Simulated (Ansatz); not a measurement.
## SiGe: how the free axis answers a strain

SiGe, P6_3mc, a = 3.904 Å, c = 6.454 Å. The structure is a Materials Project entry; whether it is the stable form wasn't checked. Ansatz: r2SCAN, PAW, 500 eV, Γ-centred 12×12×4 mesh on 4 atoms, Gaussian smearing 0.02 eV; no spin polarisation. Series: biaxial strain in the a-b plane, c and atoms relaxed; x is the strain in per cent. y is the change of c in per cent of 6.454 Å.

| x (%) | y (%) |
| --- | --- |
| -3.0 | 0.88 |
| -2.0 | ? |
| -1.0 | 0.27 |
| 0.0 | 0.00 |
| 1.0 | -0.24 |
| 2.0 | -0.46 |
| 3.0 | -0.66 |

Question: Fit y = c1 x + c2 x² to the other rows, say what c1 measures, and predict the missing y.

Answer: Least squares on the rows shown. y = −0.2562 x + 0.01233 x². With no stress along c, c1 = −2C13/C33 = -0.256. At x = -2.0 the fit asked for gives 0.56 %. The run gave 0.56 %, the same to the digits shown.